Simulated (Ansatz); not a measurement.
This script makes relaxations under a series of pressures of CaF2, space group Fm-3m with Ansatz 0.2.0, Python API.

`compress.py`
```python
import ansatz
import numpy as np

def edges_and_angles(cell):
    cell = np.asarray(cell)
    a, b, c = np.linalg.norm(cell, axis=1)
    cosines = cell[1] @ cell[2] / (b * c), cell[0] @ cell[2] / (a * c), cell[0] @ cell[1] / (a * b)
    return (a, b, c, *np.degrees(np.arccos(cosines)))

lattice = ansatz.Lattice.of(
    [0.0, 2.731, 2.731],
    [2.731, 0.0, 2.731],
    [2.731, 2.731, 0.0],
)
sites = [
    ('Ca', [0.0, 0.0, 0.0]),
    ('F', [0.25, 0.25, 0.25]),
    ('F', [0.75, 0.75, 0.75]),
]
crystal = ansatz.Crystal(lattice=lattice)
for symbol, position in sites:
    crystal = crystal.atom(symbol, position)

setup = (
    crystal.calculation()
    .kpoints(6, 6, 6)
    .occupations(ansatz.OccupationsMethod.FIXED)
    .pseudopotentials('paw')
)

rows = []
for pressure in [0, 2, 4, 6, 8]:
    outcome = setup.relax(cell=True, pressure=pressure, force_tolerance=0.005, max_steps=60).run(threads=1)
    cell = outcome.lattice.cell_ang
    n_atoms = len(outcome.lattice.sites)
    volume = abs(np.linalg.det(cell)) / n_atoms
    enthalpy = outcome.report['free_energy_ev'] / n_atoms + pressure * volume / 160.21766
    rows.append((pressure, volume, enthalpy, *edges_and_angles(cell)))
    print(f'{pressure} GPa done: {volume:.4f} A^3/atom')

print(' P (GPa)  V (A^3/atom)  H (eV/atom)     a       b       c')
for row in rows:
    print('{:8.1f} {:12.4f} {:14.5f} {:7.4f} {:7.4f} {:7.4f}'.format(*row[:6]))
p, v = np.array([row[0] for row in rows], float), np.array([row[1] for row in rows])
print('mean bulk modulus between rows (GPa):', np.round(-np.diff(p) / np.diff(np.log(v)), 1))
```

Its results, one of them left out:

| P (GPa) | relaxed V (Å³/atom) |
| --- | --- |
| 0 | 13.943 |
| 2 | 13.607 |
| 4 | ? |
| 6 | 13.048 |
| 8 | 12.809 |

What volume does the cell relax to at 4 GPa?

Murnaghan's form V = V0 (1 + B' P / B0)^(-1/B') through the 4 rows shown gives V0 = 13.943 Å³, B0 = 77.8 GPa and B' = 4.40, and so 13.312 Å³ an atom at 4 GPa. The run gave 13.315 Å³, 0.03 % away.

What to keep in mind:
- At a fixed pressure a relaxation lowers the enthalpy F + PV, while F alone can rise.
- No functional is typed, so the default, PBE, holds.
- The starting cell is as deposited in a crystallographic database; the results hold for this polymorph, which needn't be the stable one.
- Symmetry holds the cell in this phase, whether or not it is the stable one at each pressure.
- The whole script took 18 s on 1 thread of Arm Neoverse V1 (shared host), peak memory 0.36 GiB.
